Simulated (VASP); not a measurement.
# Ge (Fd-3m) in VASP: notebook, part 2 of 2

VASP 6.6.1. Earlier steps stand in the parts before.

## 3. Band structure, optB88-vdW (volume scaled by 1.04)

run.py reads:

```python
from ase import Atoms
from ase.calculators.vasp import Vasp
from ase.dft.bandgap import bandgap

atoms = Atoms(
    ['Ge', 'Ge'],
    cell=[[0.0, 2.8661367691, 2.8661367691], [2.8661367691, 0.0, 2.8661367691], [2.8661367691, 2.8661367691, 0.0]],
    scaled_positions=[[0.75, 0.75, 0.75], [0.5, 0.5, 0.5]],
    pbc=True,
)
calc = Vasp(
    directory='calc',
    xc='optb88-vdw',
    pp='PBE',
    setups={'base': 'minimal', 'Ge': '_h'},
    prec='Accurate',
    encut=900,
    ediff=0.0001,
    ismear=-1,
    sigma=0.05,
    lreal='Auto',
    lasph=True,
    nelm=80,
    algo='Fast',
    isif=2,
    lwave=False,
    lcharg=True,
    kpts=[6, 6, 6],
    gamma=True,
)
atoms.calc = calc

print('energy (eV):', atoms.get_potential_energy())
print('free energy (eV):', atoms.get_potential_energy(force_consistent=True))
efermi = calc.get_fermi_level()
print('Fermi level (eV):', efermi)
path = atoms.cell.bandpath(npoints=60, eps=1e-4)
print('path:', path.path)
calc.set(kpts=path.kpts, reciprocal=True, icharg=11, isym=0, lcharg=False)
calc.calculate(atoms)
print('gap on the path (eV):', bandgap(calc, efermi=efermi)[0])
print('direct gap on the path (eV):', bandgap(calc, efermi=efermi, direct=True)[0])
```

Potentials or basis: VASP PAW PBE potentials, release 64 (Ge_h).

Command:

```
$ python run.py
```

Log:

```text
<dir> UserWarning: vdW has been enabled, however no location for the vdw_kernel.bindat file has been specified. Set ASE_VASP_VDW environment variable to copy the vdW kernel.
  warnings.warn(
energy (eV): -1.17883069
free energy (eV): -1.17985493
Fermi level (eV): 5.32740947
path: GXWKGLUWLK,UX
gap on the path (eV): 0.0
direct gap on the path (eV): 0.0
```

OUTCAR:

```text
ENCUT = 900.000000
   EDIFF = 1.00e-04
   GGA = BO
   PREC = Accurate
   ICHARG = 11
   ISIF = 2
   ISMEAR = -1
   ISYM = 0
   NELM = 80
   LASPH = .TRUE.
   LREAL = Auto

 ion  position               nearest neighbor table
   1  0.750  0.750  0.750-
   2  0.500  0.500  0.500-

IMPORTANT INFORMATION: All symmetrisations will be switched off!
NOSYMM: (Re-)initialisation of all symmetry stuff for point group C_1.

----------------------------------------------------------------------------------------

                                     Primitive cell

  volume of cell :      47.0891

  direct lattice vectors                    reciprocal lattice vectors
     0.000000000  2.866136769  2.866136769    -0.174450852  0.174450852  0.174450852
     2.866136769  0.000000000  2.866136769     0.174450852 -0.174450852  0.174450852
     2.866136769  2.866136769  0.000000000     0.174450852  0.174450852 -0.174450852

  length of vectors
     4.053329490  4.053329490  4.053329490     0.302157738  0.302157738  0.302157738

  position of ions in fractional coordinates (direct lattice)
     0.750000000  0.750000000  0.750000000
     0.500000000  0.500000000  0.500000000

  ion indices of the primitive-cell ions
[... 109 lines left out ...]

 val. band max:        5.3787735421   @ k =   0.0000   0.0000   0.0000
 cond. band min:       5.4048963362   @ k =   0.4375   0.4375   0.4375
 fundamental gap:      0.0261227942
 Fermi energy:         5.3823494660

 k-point     1 :       0.0000    0.0000    0.0000
  band No.  band energies     occupation
      1     -19.5232      2.00000
      2     -19.5232      2.00000
      3     -19.5232      2.00000
      4     -19.4893      2.00000
      5     -19.4893      2.00000
      6     -19.3012      2.00000
[... 481 lines left out ...]
      5     -19.4856      2.00000
      6     -19.3072      2.00000
[... 10 lines left out ...]
     17       7.9788      0.00000
     18       8.1795      0.00000

 [... further k-points ...]

------------------------ aborting loop because EDIFF is reached ----------------------------------------

  FORCE on cell =-STRESS in cart. coord.  units (eV):
  Direction    XX          YY          ZZ          XY          YZ          ZX
  --------------------------------------------------------------------------------------
  -------------------------------------------------------------------------------------
  Total        5.4421818      6.3405854      7.1230637     -1.0227143     -1.5057211     -1.7401707
  in kB      185.1667042    215.7343056    242.3576237    -34.7971903    -51.2311853    -59.2081801
  external PRESSURE =     214.4195445 kB  Pullay stress =       0.0000000 kB

 VOLUME and BASIS-vectors are now :
 -----------------------------------------------------------------------------
  energy-cutoff  :      900.00
  volume of cell :       47.09
      direct lattice vectors                 reciprocal lattice vectors
     0.000000000  2.866136769  2.866136769    -0.174450852  0.174450852  0.174450852
     2.866136769  0.000000000  2.866136769     0.174450852 -0.174450852  0.174450852
     2.866136769  2.866136769  0.000000000     0.174450852  0.174450852 -0.174450852

 POSITION                                       TOTAL-FORCE (eV/Angst)
 -----------------------------------------------------------------------------------
      4.29921      4.29921      4.29921        -0.247734     -0.212239      0.063416
      2.86614      2.86614      2.86614         0.247734      0.212239     -0.063416
 -----------------------------------------------------------------------------------
    total drift:                                0.000682      0.000844     -0.000119

  FREE ENERGIE OF THE ION-ELECTRON SYSTEM (eV)
  ---------------------------------------------------
  free  energy   TOTEN  =         0.2720662900 eV

  energy  without entropy=        0.2859875588  energy(sigma->0) =        0.27902692

Total vdW correction in eV:      6.3499505
```

INCAR:

```text
AGGAC = 0.000000
ENCUT = 900.000000
PARAM1 = 0.183333
PARAM2 = 0.220000
SIGMA = 0.050000
EDIFF = 1.00e-04
ALGO = Fast
GGA = BO
PREC = Accurate
ICHARG = 11
ISIF = 2
ISMEAR = -1
ISYM = 0
NELM = 80
LASPH = .TRUE.
LCHARG = .FALSE.
LUSE_VDW = .TRUE.
LWAVE = .FALSE.
LREAL = Auto
```

Wall time 4.5 min (1 thread of Intel Xeon Platinum 8488C (Sapphire Rapids), shared host); peak memory 0.58 GiB.

The run converged, but some of its settings lie outside the range that counts as converged (typed here: k = 6 × 6 × 6; EDIFF = 0.0001; LREAL = Auto), so its numbers aren't taken as properties of the crystal.

Results:

| Property | Result |
| --- | --- |
| Band gap along the path | none (metal or under the smearing width) |

Caveat: the log is that of the step along the path at fixed density, whose energy, stress, charges and moments have no meaning; the PAW data sets were made with another functional, which shifts forces and pressure a little.

## 4. Against experiment

Step 2. A measured gap of Ge is 0.666 eV (indirect; 293 K; “Electronic and optical properties of SixGe1-x-ySny alloys lattice-matched to Ge”, 2021, arxiv:2109.02782); the calculated 0.00 eV misses it by -0.67 eV. 3 values of this kind are on record (0.666 to 0.807 eV); this one was drawn at random among those near their median. Spin-orbit coupling on Ge is left out. The value is that of PBEsol+rVV10 on a finite k mesh, which can miss the band edges, without temperature or zero-point motion. Semilocal functionals fall short of measured gaps as a rule.
